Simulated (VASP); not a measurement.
**Sb: relaxation of shape and atoms at fixed volume with PBE**

Crystal: Sb.

```
CELL_PARAMETERS angstrom
2.14541 1.23865 3.75697
-2.14541 1.23865 3.75697
0.00000 -2.47730 3.75697
ATOMIC_POSITIONS crystal
Sb 0.23272 0.23272 0.23272
Sb 0.76728 0.76728 0.76728
```

The cell isn't the ideal one: a relaxed cell with its volume scaled by 0.94.

| Quantity | Value |
| --- | --- |
| Program | VASP 6.6.1 |
| Task | relaxation of shape and atoms at fixed volume |
| Functional | PBE |
| Potentials or basis | VASP PAW PBE potentials, release 64 (Sb) |
| Cutoff | 300 eV |
| k mesh | 6 × 6 × 5 |
| Occupations | methfessel-paxton, width 0.1 eV |
| Spin | no spin polarisation |
| Further INCAR settings | ALGO = Normal; EDIFF = 1e-07; IBRION = 2; EDIFFG = -0.01; NSW = 40; ISIF = 4 |

* Energy gained by relaxing: 6.7 meV/atom
* Ionic steps: 6
* Pressure after relaxing: 2.4 GPa
* Largest force after relaxing: 0.003 eV/Å
* Band gap on the k mesh: none (metal or under the smearing width)

Forces on the atoms (eV/Å):
```
Sb   0.000  0.000 -0.003
Sb   0.000  0.000  0.003
```

The path:
| step | energy change (eV) | largest force (eV/Å) | pressure (GPa) |
| --- | --- | --- | --- |
| 1 | 0.0000 | 0.3330 | 3.62 |
| 2 | -0.0091 | 0.1646 | 3.09 |
| 3 | -0.0129 | 0.0516 | 2.39 |
| 4 | -0.0130 | 0.0251 | 2.48 |
| 5 | -0.0134 | 0.0123 | 2.46 |
| 6 | -0.0135 | 0.0032 | 2.45 |

Final structure:
```
Sb
1.0
     2.16350    1.24910    3.69441
    -2.16350    1.24910    3.69441
     0.00000   -2.49819    3.69441
Sb
2
Direct
  0.23587 0.23587 0.23587
  0.76413 0.76413 0.76413
```

Levels at points of the mesh, in eV from the Fermi level:
```
           k point  band 2  band 3  band 4  band 5  band 6  band 7  band 8  band 9
(0.00, 0.00, 0.00)   -4.74   -1.99   -1.83   -1.83    2.30    2.79    2.79    4.95
(0.50, 0.00, 0.00)   -9.70   -1.78   -1.62   -0.33   -0.18    0.21    0.29    7.82
(0.50, 0.50, 0.00)   -7.90   -5.55   -3.77   -3.72    1.61    5.02    5.44    7.06
```

It took 31 s on 1 thread of Intel(R) Xeon(R) Platinum 8488C (Sapphire Rapids), on a shared host, peak memory 0.15 GiB.

Spin-orbit coupling is left out, which matters for the levels of Sb.
